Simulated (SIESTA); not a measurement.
Runs of SIESTA 5.4.2 on GaSb. The structure is cubic, space group F-43m (No. 216). The conventional cell has a = 6.118 Å, b = 6.118 Å, c = 6.118 Å, α = 90.00°, β = 90.00°, γ = 90.00°. Around Sb (site symmetry -43m) lie 4 Ga at 2.65 Å. Around Ga (site symmetry -43m) lie 4 Sb at 2.65 Å. 

| level | potentials or basis | gap on the mesh (eV) | pressure (GPa) |
| --- | --- | --- | --- |
| AM05 | PseudoDojo 0.4 standard (PBEsol files), DZP (energy shift 0.003 Ry; two zetas on semicore shells) | 0.11 | 0.2 |
| PBE | PseudoDojo 0.4 standard (PBE files), DZP (energy shift 0.003 Ry; two zetas on semicore shells) | 0.14 | 2.5 |
| PW91 | PseudoDojo 0.4 standard (PBE files), DZP (energy shift 0.003 Ry; two zetas on semicore shells) | none | 2.3 |
| PBEsol | PseudoDojo 0.4 standard (PBEsol files), DZP (energy shift 0.003 Ry; two zetas on semicore shells) | 0.08 | 0.1 |
| RPBE | PseudoDojo 0.4 standard (PBE files), DZP (energy shift 0.003 Ry; two zetas on semicore shells) | (b) | 4.1 |
| revPBE | PseudoDojo 0.4 standard (PBE files), DZP (energy shift 0.003 Ry; two zetas on semicore shells) | 0.26 | (a) |
| LDA | PseudoDojo 0.4 standard (LDA files), DZP (energy shift 0.003 Ry; two zetas on semicore shells) | none | (c) |
| BLYP | PseudoDojo 0.4 standard (PBE files), DZP (energy shift 0.003 Ry; two zetas on semicore shells) | none | 5.4 |

Alike in all rows: task single point; no spin polarisation; cell as given; k mesh 8 × 8 × 8; smearing fermi-dirac 0.05 eV; grid cutoff 800 Ry; energy shift 0.003 Ry.

Q: Estimate the missing entries.

A: (a) 3.7; (b) 0.30; (c) -1.6.

Caveats: the basis of atomic orbitals isn't converged, which shifts pressures, moduli and gaps; the potentials were made for another functional, which shifts forces and pressure (some runs); spin-orbit coupling is left out, which moves the levels of the heavy elements (some runs).

A k mesh can miss the band edges, and the runs leave out spin-orbit coupling on Ga, Sb.

A gap of «none» marks a metal or a gap under the smearing width.
